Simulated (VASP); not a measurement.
Wanted: the native input for a VASP 6.6.1 run.

```
Task                   : band structure
Functional             : LDA
Potentials or basis    : VASP PAW LDA potentials, release 64 (Te, Cd)
Cutoff                 : 520 eV
k mesh                 : 6 × 6 × 6
Occupations            : gaussian, width 0.02 eV
Spin                   : spin-orbit coupling, no magnetisation
Ladder                 : gaps
Further INCAR settings : ALGO = Normal; EDIFF = 1e-06
```

The structure of CdTe lies in POSCAR:

```
CdTe
1.0
    0.0000000000      3.2050000000      3.2050000000
    3.2050000000      0.0000000000      3.2050000000
    3.2050000000      3.2050000000      0.0000000000
Te Cd
1 1
Direct
    0.7500000000      0.7500000000      0.7500000000
    0.0000000000      0.0000000000      0.0000000000
```

One way to write it, as run:

INCAR

```
PREC = Accurate
ENCUT = 520
EDIFF = 1E-6
ISMEAR = 0
SIGMA = 0.02
LREAL = F
LASPH = T
NELM = 60
ALGO = Normal
ISIF = 2
LWAVE = F
LCHARG = F
MAGMOM = 0 0 0 0 0 0
LORBIT = 11
LSORBIT = T
GGA_COMPAT = F
KPAR = 2
```

KPOINTS

```
Automatic mesh
0
Gamma
  6 6 6
```

KPOINTS_OPT

```
path GXWKGLUWLK,UX
15
line-mode
reciprocal
 0.0000000000  0.0000000000  0.0000000000  G
 0.5000000000  0.0000000000  0.5000000000  X

 0.5000000000  0.0000000000  0.5000000000  X
 0.5000000000  0.2500000000  0.7500000000  W

 0.5000000000  0.2500000000  0.7500000000  W
 0.3750000000  0.3750000000  0.7500000000  K

 0.3750000000  0.3750000000  0.7500000000  K
 0.0000000000  0.0000000000  0.0000000000  G

 0.0000000000  0.0000000000  0.0000000000  G
 0.5000000000  0.5000000000  0.5000000000  L

 0.5000000000  0.5000000000  0.5000000000  L
 0.6250000000  0.2500000000  0.6250000000  U

 0.6250000000  0.2500000000  0.6250000000  U
 0.5000000000  0.2500000000  0.7500000000  W

 0.5000000000  0.2500000000  0.7500000000  W
 0.5000000000  0.5000000000  0.5000000000  L

 0.5000000000  0.5000000000  0.5000000000  L
 0.3750000000  0.3750000000  0.7500000000  K

 0.6250000000  0.2500000000  0.6250000000  U
 0.5000000000  0.0000000000  0.5000000000  X
```

Potentials or basis: VASP PAW LDA potentials, release 64 (Te, Cd).

Run with:

```bash
$ cat potpaw_LDA.64/Te/POTCAR potpaw_LDA.64/Cd/POTCAR > POTCAR
$ mpirun -np 2 vasp_ncl > vasp.out
```

It gave:

The pressure is 0.3 GPa and the valence electrons inside the program's atomic spheres are Te 3.45; Cd 10.35.

It took 84 s on 2 MPI ranks on Intel(R) Xeon(R) 6975P-C (Granite Rapids), on a shared host, peak memory 0.35 GiB a rank.
